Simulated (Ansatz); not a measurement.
# CuAu: a tetragonal deformation path

One table from this session's results is given with a row withheld; the runs are named, their logs left out.

Computed with Ansatz 0.2.0 (DFT PBE, scalar-relativistic, plane waves, PAW, unless a step's input says otherwise).

## The system as given

It takes space group P4/mmm (No. 123, tetragonal). The conventional cell has a = 2.800 Å, b = 2.800 Å, c = 3.670 Å, α = 90.00°, β = 90.00°, γ = 90.00°. Around Cu (site symmetry 4/mmm) lie 8 Au at 2.70 Å and 4 Cu at 2.80 Å. Au (site symmetry 4/mmm) is surrounded by 8 Cu at 2.70 Å and 4 Au at 2.80 Å.

Coordinates:

```cif
data_structure
_symmetry_space_group_name_H-M 'P4/mmm'
_symmetry_Int_Tables_number 123
_cell_length_a 2.8000
_cell_length_b 2.8000
_cell_length_c 3.6700
_cell_angle_alpha 90.000
_cell_angle_beta 90.000
_cell_angle_gamma 90.000
_cell_volume 28.77
loop_
_atom_site_label
_atom_site_type_symbol
_atom_site_symmetry_multiplicity
_atom_site_Wyckoff_symbol
_atom_site_fract_x
_atom_site_fract_y
_atom_site_fract_z
_atom_site_occupancy
Cu1 Cu 1 d 0.50000 0.50000 0.50000 1
Au1 Au 1 a 0.00000 0.00000 0.00000 1
```

The cell is taken as given, not relaxed at this level.

The first run:

At fixed volume and fractional coordinates, lengths along (0.000, 0.000, 1.000) are scaled against those across it; ρ is that ratio over its starting value.

Input file input.yaml:

```yaml
crystal:
  lattice:
    - [2.9558681375, 0.0, 0.0]
    - [0.0, 2.9558681375, 0.0]
    - [0.0, 0.0, 3.2931538054]
  atoms:
    - { symbol: Cu, position: [0.5, 0.5, 0.5] }
    - { symbol: Au, position: [0.0, 0.0, 0.0] }
basis:
  ecutwfc: 420
kpoints:
  mp_grid: { grid: [18, 18, 14] }
hamiltonian:
  xc: pbe
scf:
  occupations: { method: gaussian, width: 0.15 }
output:
  forces: true
  stress: true
  eigenvalues: true
  write_density: true
  write_potential: true
  elf: true
  volumetric_format: npy
```

Started as:

```
$ ansatz run input.yaml --threads 1 --pin off --max-ram 2560MiB --backend cpu --events-out ev --progress --plain --runs-dir out
```

Among the steps run: Point ρ = 0.850; ρ = 1.200; Point ρ = 0.920; Point ρ = 1.100; ρ = 0.960; Point ρ = 1.050; Point ρ = 0.800; At ρ = 1.300.

One table of the session follows, with a row left open; its other results are not shown here.

It belongs to the step «The scan collected». Collected from the runs (energy zero: the undisturbed cell):

```
    ρ  ΔE (meV/atom)  pressure (GPa)
0.800            4.5             6.4
0.850            2.4             6.4
0.920           -0.1             6.5
0.960           -1.4             6.6
1.000            0.0             6.8
1.050            6.4             7.1
1.100           21.5             7.8
1.200              ?               ?
1.300          202.6            14.9
```

**Question.** Estimate the row for ρ = 1.200.

Worked estimate for «ΔE (meV/atom)». A straight line through the neighbours (1.100, 21.5) and (1.300, 202.6) gives 21.5 + (202.6 − 21.5) × (1.200 − 1.100) / (1.300 − 1.100) = 112.0; a parabola fitted to 3 rows on both sides gives 87.9.

As computed: ΔE (meV/atom): 87.1; pressure (GPa): 10.5. In «ΔE (meV/atom)» the line misses by +24.9 and the parabola by +0.8.
